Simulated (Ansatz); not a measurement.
# NaI (rocksalt type): from bands to localised orbitals, part 1 of 2

Aim: build maximally localised Wannier functions for NaI (rocksalt type) from several sets of trial orbitals, and check spreads and centres. Plan: PBE, anion s p, 4×4×4; PBE, anion s p, 6×6×6; PBE, anion p, 4×4×4; PBE, all s p, disentangled, 4×4×4; PBE, cation s and anion p, disentangled, 4×4×4; r2SCAN, anion s p, 4×4×4; r2SCAN, anion p, 4×4×4; r2SCAN, all s p, disentangled, 4×4×4; HSE06, anion s p, 4×4×4; HSE06, all s p, disentangled, 4×4×4 (level, trial orbitals, Wannier mesh).

Program: Ansatz 0.2.0. Level of theory: plane waves, PAW. These are calculated values, not measurements.

### 1 The structure to begin with

The structure is cubic, space group Fm-3m (No. 225). Conventional cell: a = 6.459 Å, b = 6.459 Å, c = 6.459 Å, α = 90.00°, β = 90.00°, γ = 90.00°. Around Na (site symmetry m-3m) lie 6 I at 3.23 Å. I (site symmetry m-3m) is surrounded by 6 Na at 3.23 Å.

As a file:

```cif
data_structure
_symmetry_space_group_name_H-M 'Fm-3m'
_symmetry_Int_Tables_number 225
_cell_length_a 6.4594
_cell_length_b 6.4594
_cell_length_c 6.4594
_cell_angle_alpha 90.000
_cell_angle_beta 90.000
_cell_angle_gamma 90.000
_cell_volume 269.52
loop_
_atom_site_label
_atom_site_type_symbol
_atom_site_symmetry_multiplicity
_atom_site_Wyckoff_symbol
_atom_site_fract_x
_atom_site_fract_y
_atom_site_fract_z
_atom_site_occupancy
Na1 Na 4 a 0.00000 0.00000 0.00000 1
I1 I 4 b 0.50000 0.00000 0.00000 1
```

The cell was relaxed beforehand with r2SCAN; those runs aren't shown. No run includes spin-orbit coupling, which matters for I.

### 2 PBE, anion s p, 4×4×4

Input file input.yaml:

```yaml
crystal:
  lattice:
    - [0.0, 3.229720582, 3.229720582]
    - [3.229720582, 0.0, 3.229720582]
    - [3.229720582, 3.229720582, 0.0]
  atoms:
    - { symbol: Na, position: [0.0, 0.0, 0.0] }
    - { symbol: I, position: [0.5, 0.5, 0.5] }
kpoints:
  mp_grid: { grid: [6, 6, 6] }
  band_path:
    path:
      - [[0.0, 0.0, 0.0], [0.5, 1.467723692112e-34, 0.5], [0.625, 0.25, 0.625]]
      - [[0.375, 0.375, 0.75], [0.0, 0.0, 0.0], [0.5, 0.5, 0.5], [0.5, 0.25, 0.75], [0.5, 1.467723692112e-34, 0.5]]
    npoints: 10
hamiltonian:
  xc: pbe
scf:
  occupations: { method: fixed }
  n_extra_bands: 6
output:
  forces: false
  stress: false
  eigenvalues: true
  wannier:
    kmesh: [4, 4, 4]
    projections: [{ species: I, l: s }, { species: I, l: p }]
    minimise: true
    write_hr: true
    conv_tol: 1.0e-08
    max_iter: 3000
```

On the command line:

```console
> ansatz run input.yaml --threads 4 --pin off --max-ram 3686MiB --backend cpu --events-out ev --progress --plain --runs-dir out
```

Log (excerpt; [...] marks lines left out):

```text
Warning: RAYON_NUM_THREADS=4 ignored (pool sized by the plan → 4); use --threads N
scf.n_extra_bands = 6 over 13 filled bands (N_el = 26.0): the run solves 19 bands
[...]
Pseudopotentials: kind: paw
Pseudopotential: Na, paw, valence charge 9, recommended cutoff 420 eV (normal), Na.paw.azcp
Pseudopotential: I, paw, valence charge 17, recommended cutoff 420 eV (normal), I.paw.azcp
Functional definition: PBE
[...]
Crystal: 2 atoms, lattice volume = 67.379 Å³
Basis set: ecut = 420 eV, 1363 PW (Γ)
Bands: 19, of which v1, the nominal top of the filled ones, is band 13 counted from 1 (12 counted from 0)
Symmetry: 48 space group operations
Space group: Fm-3m (ITA 225), of the structure as read, at distance tolerance 4.1e-5 Å
k-points: 16 of 216
[...]
SCF iter   1: F=—  HF=-9001.881414 eV  |F-HF|=—  |Δ(HF+E_count)|=         —  Δρ=5.42e-4  dr2=4.41e-4  ethr=1.77e-3  ⟨swp⟩=5.0  Hψ=1292  notcnv=0  defer=60
[...]
SCF iter   8: F=-9001.881333 eV  HF=-9001.881333 eV  |F-HF|=1.95e-8  |Δ(HF+E_count)|=   4.37e-8  Δρ=3.98e-6  dr2=2.56e-8  ethr=3.85e-10  ⟨swp⟩=2.5  Hψ=673  notcnv=0
[...]
NSCF: frozen V_eff on 62 k-points
NSCF: frozen V_eff on 11 k-points
the Wannier pass solved 11 of the 64 points of its mesh, and has the states at the others by symmetry: states obtained by the crystal's operations at points that were solved too leave a residual of 2.65e-13 eV (read by the count's bands and the next), within 6.67e-6 eV
SCF converged after 8 iterations
Free energy (F): -9001.881333 eV
[...]
E sigma→0 (E₀):  -9001.881333 eV
Fermi energy:    3.090170 eV
[...]
--- Band table (eV; the first three rows and the last of 16) ---
  k-point 0: bands = ["-47.4254", "-39.9684", "-39.9684", "-39.9649", "-39.9649", "-39.9649", "-19.3393", "-19.3393", "-19.3393", "-7.9424", "3.0902", "3.0902", "3.0902", "6.7509", "11.0519", "11.0519", "11.0519", "12.9172", "12.9172"]
[...]
Wannier search: line search 1 of at most 3000: gauge-dependent spread (as the search counts it) 2.4398921 Å², largest recent change 1.4e-2 Å² and fall left 4.4e-6 Å² against conv_tol 1.0e-8 Å², 0 stops escaped
```

It took 1 s on 4 threads of Arm Neoverse V2, shared host; peak memory 0.3 GiB.

wannier.win, as written (k points left out):

```
! ansatz wannier90 interface
! projections by site (counted from 0) and shell: 1 5S, 1 5P
! states of the run's bands (counted from 1): 10-13
! their least projectability: 0.9810
num_bands = 4
num_wann  = 4
num_iter  = 2000
conv_tol = 1e-8
conv_window = 5
guiding_centres = true
write_hr = true

begin unit_cell_cart
Ang
  0.0  3.229720582  3.229720582
  3.229720582  0.0  3.229720582
  3.229720582  3.229720582  0.0
end unit_cell_cart

begin atoms_frac
Na  0.0  0.0  0.0
I  0.5  0.5  0.5
end atoms_frac

mp_grid = 4 4 4
```

wannier.win names the bands that the functions span: 10-13 (counted from 1; 13 are filled).

The head of wannier.spreads.toml:

```toml
omega_i_ang2 = 5.282801436474983
omega_d_ang2 = 0.0005332967099003662
omega_od_ang2 = 1.2480506631448358
omega_total_ang2 = 6.5313853963297195
least_projectability = 0.9809551316054724
b_vectors_match_mmn = true
n_iter = 31
converged = true
rejected_fitted_steps = 1
```

The functions (centres in Å, on-site energies from the top of the filled bands):

```csv
n,x,y,z,spread (Å²),on-site (eV),nearest atoms,distance (Å)
1,2.895,3.565,3.565,1.633,-3.399,I2,0.58
2,3.565,3.565,2.895,1.633,-3.399,I2,0.58
3,2.895,2.895,2.895,1.633,-3.399,I2,0.58
4,3.565,2.895,3.565,1.633,-3.399,I2,0.58
```

### 3 PBE, anion s p, 6×6×6

input.yaml: that of step 2 with these lines changed.

```diff
@@ -25,3 +25,3 @@
   wannier:
-    kmesh: [4, 4, 4]
+    kmesh: [6, 6, 6]
     projections: [{ species: I, l: s }, { species: I, l: p }]
```

On the command line:

```console
> ansatz run input.yaml --threads 4 --pin off --max-ram 3686MiB --backend cpu --events-out ev --progress --plain --runs-dir out
```

Log (excerpt; [...] marks lines left out):

```text
Warning: RAYON_NUM_THREADS=4 ignored (pool sized by the plan → 4); use --threads N
scf.n_extra_bands = 6 over 13 filled bands (N_el = 26.0): the run solves 19 bands
[...]
[... 4 set-up lines as earlier in the session ...]
[...]
Crystal: 2 atoms, lattice volume = 67.379 Å³
Basis set: ecut = 420 eV, 1363 PW (Γ)
Bands: 19, of which v1, the nominal top of the filled ones, is band 13 counted from 1 (12 counted from 0)
[... 2 set-up lines as earlier in the session ...]
k-points: 16 of 216
[...]
SCF iter   1: F=—  HF=-9001.881414 eV  |F-HF|=—  |Δ(HF+E_count)|=         —  Δρ=5.42e-4  dr2=4.41e-4  ethr=1.77e-3  ⟨swp⟩=5.0  Hψ=1292  notcnv=0  defer=60
[...]
SCF iter   8: F=-9001.881333 eV  HF=-9001.881333 eV  |F-HF|=1.95e-8  |Δ(HF+E_count)|=   4.37e-8  Δρ=3.98e-6  dr2=2.56e-8  ethr=3.85e-10  ⟨swp⟩=2.5  Hψ=673  notcnv=0
[...]
NSCF: frozen V_eff on 62 k-points
NSCF: frozen V_eff on 19 k-points
the Wannier pass solved 19 of the 216 points of its mesh, and has the states at the others by symmetry: states obtained by the crystal's operations at points that were solved too leave a residual of 2.58e-13 eV (read by the count's bands and the next), within 4.17e-6 eV
SCF converged after 8 iterations
Free energy (F): -9001.881333 eV
[...]
E sigma→0 (E₀):  -9001.881333 eV
Fermi energy:    3.090170 eV
[...]
--- Band table (eV; the first three rows and the last of 16) ---
  k-point 0: bands = ["-47.4254", "-39.9684", "-39.9684", "-39.9649", "-39.9649", "-39.9649", "-19.3393", "-19.3393", "-19.3393", "-7.9424", "3.0902", "3.0902", "3.0902", "6.7509", "11.0519", "11.0519", "11.0519", "12.9172", "12.9172"]
[...]
Wannier search: line search 1 of at most 3000: gauge-dependent spread (as the search counts it) 2.4972467 Å², largest recent change 2.4e-2 Å² and fall left 5.5e-6 Å² against conv_tol 1.0e-8 Å², 0 stops escaped
```

Wall time 1.3 s (4 threads of Arm Neoverse V2, shared host); peak memory 0.33 GiB.

wannier.win names the bands that the functions span: 10-13 (counted from 1; 13 are filled).

The head of wannier.spreads.toml:

```toml
omega_i_ang2 = 5.590807799194579
omega_d_ang2 = 0.00012179866861993881
omega_od_ang2 = 1.268455281151399
omega_total_ang2 = 6.8593848790145975
least_projectability = 0.9780470413548251
b_vectors_match_mmn = true
n_iter = 36
converged = true
rejected_fitted_steps = 0
```

The functions (centres in Å, on-site energies from the top of the filled bands):

```csv
n,x,y,z,spread (Å²),on-site (eV),nearest atoms,distance (Å)
1,3.559,3.559,2.901,1.715,-3.400,I2,0.57
2,2.901,2.901,2.901,1.715,-3.400,I2,0.57
3,2.901,3.559,3.559,1.715,-3.400,I2,0.57
4,3.559,2.901,3.559,1.715,-3.400,I2,0.57
```

### 4 PBE, anion p, 4×4×4

input.yaml: that of step 3 with these lines changed.

```diff
@@ -25,4 +25,4 @@
   wannier:
-    kmesh: [6, 6, 6]
-    projections: [{ species: I, l: s }, { species: I, l: p }]
+    kmesh: [4, 4, 4]
+    projections: [{ species: I, l: p }]
     minimise: true
```

On the command line:

```console
> ansatz run input.yaml --threads 4 --pin off --max-ram 3686MiB --backend cpu --events-out ev --progress --plain --runs-dir out
```

Log (excerpt; [...] marks lines left out):

```text
Warning: RAYON_NUM_THREADS=4 ignored (pool sized by the plan → 4); use --threads N
scf.n_extra_bands = 6 over 13 filled bands (N_el = 26.0): the run solves 19 bands
[...]
[... 4 set-up lines as earlier in the session ...]
[...]
Crystal: 2 atoms, lattice volume = 67.379 Å³
Basis set: ecut = 420 eV, 1363 PW (Γ)
Bands: 19, of which v1, the nominal top of the filled ones, is band 13 counted from 1 (12 counted from 0)
[... 2 set-up lines as earlier in the session ...]
k-points: 16 of 216
[...]
SCF iter   1: F=—  HF=-9001.881414 eV  |F-HF|=—  |Δ(HF+E_count)|=         —  Δρ=5.42e-4  dr2=4.41e-4  ethr=1.77e-3  ⟨swp⟩=5.0  Hψ=1292  notcnv=0  defer=60
[...]
SCF iter   8: F=-9001.881333 eV  HF=-9001.881333 eV  |F-HF|=1.95e-8  |Δ(HF+E_count)|=   4.37e-8  Δρ=3.98e-6  dr2=2.56e-8  ethr=3.85e-10  ⟨swp⟩=2.5  Hψ=673  notcnv=0
[...]
NSCF: frozen V_eff on 62 k-points
NSCF: frozen V_eff on 11 k-points
the Wannier pass solved 11 of the 64 points of its mesh, and has the states at the others by symmetry: states obtained by the crystal's operations at points that were solved too leave a residual of 2.65e-13 eV (read by the count's bands and the next), within 6.67e-6 eV
SCF converged after 8 iterations
Free energy (F): -9001.881333 eV
[...]
E sigma→0 (E₀):  -9001.881333 eV
Fermi energy:    3.090170 eV
[...]
--- Band table (eV; the first three rows and the last of 16) ---
  k-point 0: bands = ["-47.4254", "-39.9684", "-39.9684", "-39.9649", "-39.9649", "-39.9649", "-19.3393", "-19.3393", "-19.3393", "-7.9424", "3.0902", "3.0902", "3.0902", "6.7509", "11.0519", "11.0519", "11.0519", "12.9172", "12.9172"]
[...]
Wannier search: line search 1 of at most 3000: gauge-dependent spread (as the search counts it) 0.1028254 Å², largest recent change 1.2e-6 Å² and fall left 1.1e-19 Å² against conv_tol 1.0e-8 Å², 0 stops escaped
```

Wall time 1 s (4 threads of Arm Neoverse V2, shared host); peak memory 0.3 GiB.

wannier.win names the bands that the functions span: 11-13 (counted from 1; 13 are filled).

The head of wannier.spreads.toml:

```toml
omega_i_ang2 = 6.387107135999134
omega_d_ang2 = 0.000000000000000000000025533390166700234
omega_od_ang2 = 0.05273009052817994
omega_total_ang2 = 6.439837226527314
least_projectability = 0.9641876127562181
b_vectors_match_mmn = true
n_iter = 22
converged = true
rejected_fitted_steps = 1
```

The functions (centres in Å, on-site energies from the top of the filled bands):

```csv
n,x,y,z,spread (Å²),on-site (eV),nearest atoms,distance (Å)
1,3.230,3.230,3.230,2.147,-0.957,I2,0.00
2,3.230,3.230,3.230,2.147,-0.957,I2,0.00
3,3.230,3.230,3.230,2.147,-0.957,I2,0.00
```

### 5 PBE, all s p, disentangled, 4×4×4

input.yaml: that of step 4 with these lines changed.

```diff
@@ -19,3 +19,3 @@
   occupations: { method: fixed }
-  n_extra_bands: 6
+  n_extra_bands: 8
 output:
@@ -26,3 +26,7 @@
     kmesh: [4, 4, 4]
-    projections: [{ species: I, l: p }]
+    projections:
+      - { species: I, l: s }
+      - { species: I, l: p }
+      - { species: Na, l: s }
+      - { species: Na, l: p }
     minimise: true
@@ -31 +35,2 @@
     max_iter: 3000
+    disentanglement: { window: [-22.91, 22.75], frozen_window: [-4.91, 8.25] }
```

On the command line:

```console
> ansatz run input.yaml --threads 4 --pin off --max-ram 3686MiB --backend cpu --events-out ev --progress --plain --runs-dir out
```

Log (excerpt; [...] marks lines left out):

```text
Warning: RAYON_NUM_THREADS=4 ignored (pool sized by the plan → 4); use --threads N
Na: the file doesn't list 3p, so it is added from the neutral free atom; the dataset's partial waves leave at most 1.8e-2 of an orbital's norm unspanned inside its sphere
scf.n_extra_bands = 8 over 13 filled bands (N_el = 26.0): the run solves 21 bands
[...]
[... 4 set-up lines as earlier in the session ...]
[...]
Crystal: 2 atoms, lattice volume = 67.379 Å³
Basis set: ecut = 420 eV, 1363 PW (Γ)
Bands: 21, of which v1, the nominal top of the filled ones, is band 13 counted from 1 (12 counted from 0)
[... 2 set-up lines as earlier in the session ...]
k-points: 16 of 216
[...]
NSCF: frozen V_eff on 11 k-points
the Wannier pass solved 11 of the 64 points of its mesh, and has the states at the others by symmetry: states obtained by the crystal's operations at points that were solved too leave a residual of 3.36e-13 eV (read by the count's bands and the next), within 6.67e-6 eV
SCF converged after 10 iterations
Free energy (F): -9001.881333 eV
[...]
E sigma→0 (E₀):  -9001.881333 eV
Fermi energy:    3.090311 eV
[...]
--- Band table (eV; the first three rows and the last of 16) ---
[... band rows left out ...]
[...]
Wannier search: line search 1 of at most 3000: gauge-dependent spread (as the search counts it) 7.5652298 Å², largest recent change 3.1e0 Å² and fall left 7.7e-2 Å² against conv_tol 1.0e-8 Å², 0 stops escaped
WARN: <dir> by an estimate from the overlaps, the levels of the selected subspace lie 0.030 eV from the frozen bands on average, midway between mesh points. Up to 0.02 eV counts as a good interpolation. More projections, another frozen window or a finer output.wannier.kmesh can bring them closer
```

It took 2.6 s on 4 threads of Arm Neoverse V2, shared host; peak memory 0.34 GiB.

The windows are typed on the program's own energy scale, on which the last band filled by count tops at 3.09 eV.

The head of wannier.spreads.toml:

```toml
omega_i_ang2 = 12.907699656057517
omega_d_ang2 = 0.005426605170513503
omega_od_ang2 = 3.851583232291392
omega_total_ang2 = 16.764709493519423
least_projectability = 0.8473498989154659
b_vectors_match_mmn = true
n_iter = 51
converged = true
rejected_fitted_steps = 0
dis_converged = true
dis_n_iter = 101
dis_n_moved = 0
dis_level_miss = 0.029707461282845807
```

The functions (centres in Å, on-site energies from the top of the filled bands):

```csv
n,x,y,z,spread (Å²),on-site (eV),nearest atoms,distance (Å)
1,2.915,3.544,2.915,1.376,-1.962,I2,0.54
2,2.915,2.915,3.544,1.376,-1.962,I2,0.54
3,3.544,3.544,3.544,1.376,-1.962,I2,0.54
4,3.544,2.915,2.915,1.376,-1.962,I2,0.54
5,-0.507,0.507,0.507,2.816,7.081,Na1,0.88
6,0.507,-0.507,0.507,2.816,7.081,Na1,0.88
7,-0.507,-0.507,-0.507,2.816,7.081,Na1,0.88
8,0.507,0.507,-0.507,2.816,7.081,Na1,0.88
```

### 6 PBE, cation s and anion p, disentangled, 4×4×4

input.yaml: that of step 5 with these lines changed.

```diff
@@ -19,3 +19,3 @@
   occupations: { method: fixed }
-  n_extra_bands: 8
+  n_extra_bands: 6
 output:
@@ -26,7 +26,3 @@
     kmesh: [4, 4, 4]
-    projections:
-      - { species: I, l: s }
-      - { species: I, l: p }
-      - { species: Na, l: s }
-      - { species: Na, l: p }
+    projections: [{ species: Na, l: s }, { species: I, l: p }]
     minimise: true
@@ -35,2 +31,2 @@
     max_iter: 3000
-    disentanglement: { window: [-22.91, 22.75], frozen_window: [-4.91, 8.25] }
+    disentanglement: { window: [-6.91, 18.75], frozen_window: [-3.91, 7.55] }
```

On the command line:

```console
> ansatz run input.yaml --threads 4 --pin off --max-ram 3686MiB --backend cpu --events-out ev --progress --plain --runs-dir out
```

Log (excerpt; [...] marks lines left out):

```text
Warning: RAYON_NUM_THREADS=4 ignored (pool sized by the plan → 4); use --threads N
scf.n_extra_bands = 6 over 13 filled bands (N_el = 26.0): the run solves 19 bands
[...]
[... 4 set-up lines as earlier in the session ...]
[...]
Crystal: 2 atoms, lattice volume = 67.379 Å³
Basis set: ecut = 420 eV, 1363 PW (Γ)
Bands: 19, of which v1, the nominal top of the filled ones, is band 13 counted from 1 (12 counted from 0)
[... 2 set-up lines as earlier in the session ...]
k-points: 16 of 216
[...]
SCF iter   1: F=—  HF=-9001.881414 eV  |F-HF|=—  |Δ(HF+E_count)|=         —  Δρ=5.42e-4  dr2=4.41e-4  ethr=1.77e-3  ⟨swp⟩=5.0  Hψ=1292  notcnv=0  defer=60
[...]
NSCF: frozen V_eff on 11 k-points
the Wannier pass solved 11 of the 64 points of its mesh, and has the states at the others by symmetry: states obtained by the crystal's operations at points that were solved too leave a residual of 3.09e-13 eV (read by the count's bands and the next), within 6.67e-6 eV
SCF converged after 8 iterations
Free energy (F): -9001.881333 eV
[...]
E sigma→0 (E₀):  -9001.881333 eV
Fermi energy:    3.090170 eV
[...]
--- Band table (eV; the first three rows and the last of 16) ---
  k-point 0: bands = ["-47.4254", "-39.9684", "-39.9684", "-39.9649", "-39.9649", "-39.9649", "-19.3393", "-19.3393", "-19.3393", "-7.9424", "3.0902", "3.0902", "3.0902", "6.7509", "11.0519", "11.0519", "11.0519", "12.9172", "12.9172"]
[...]
Wannier search: line search 1 of at most 3000: gauge-dependent spread (as the search counts it) 0.2564683 Å², largest recent change 1.0e-1 Å² and fall left 1.4e-4 Å² against conv_tol 1.0e-8 Å², 0 stops escaped
```

Run time: 1.9 s. Hardware: 4 threads of Arm Neoverse V2, shared host; peak memory 0.32 GiB.

wannier.win, as written (k points left out):

```
! ansatz wannier90 interface
! projections by site (counted from 0) and shell: 0 3S, 1 5P
! states of the run's bands (counted from 1): 1-23
num_bands = 23
num_wann  = 4
num_iter  = 2000
conv_tol = 1e-8
conv_window = 5
dis_win_min = -6.91
dis_win_max = 18.75
dis_froz_min = -3.91
dis_froz_max = 7.55
dis_num_iter = 10000
guiding_centres = true
write_hr = true

begin unit_cell_cart
Ang
  0.0  3.229720582  3.229720582
  3.229720582  0.0  3.229720582
  3.229720582  3.229720582  0.0
end unit_cell_cart

begin atoms_frac
Na  0.0  0.0  0.0
I  0.5  0.5  0.5
end atoms_frac

mp_grid = 4 4 4
```

The windows are typed on the program's own energy scale, on which the last band filled by count tops at 3.09 eV.

The head of wannier.spreads.toml:

```toml
omega_i_ang2 = 9.651457560508383
omega_d_ang2 = 0.00000000000000000000000000405830215634279
omega_od_ang2 = 0.2396386124707592
omega_total_ang2 = 9.891096172979143
least_projectability = 0.5637953999099589
b_vectors_match_mmn = true
n_iter = 21
converged = true
rejected_fitted_steps = 0
dis_converged = true
dis_n_iter = 71
dis_n_moved = 0
dis_level_miss = 0.010418419799255117
```

The functions (centres in Å, on-site energies from the top of the filled bands):

```csv
n,x,y,z,spread (Å²),on-site (eV),nearest atoms,distance (Å)
1,0.000,0.000,0.000,3.540,5.335,Na1,0.00
2,3.230,3.230,3.230,2.117,-0.657,I2,0.00
3,3.230,3.230,3.230,2.117,-0.657,I2,0.00
4,3.230,3.230,3.230,2.117,-0.657,I2,0.00
```

(Continued in part 2 of 2.)
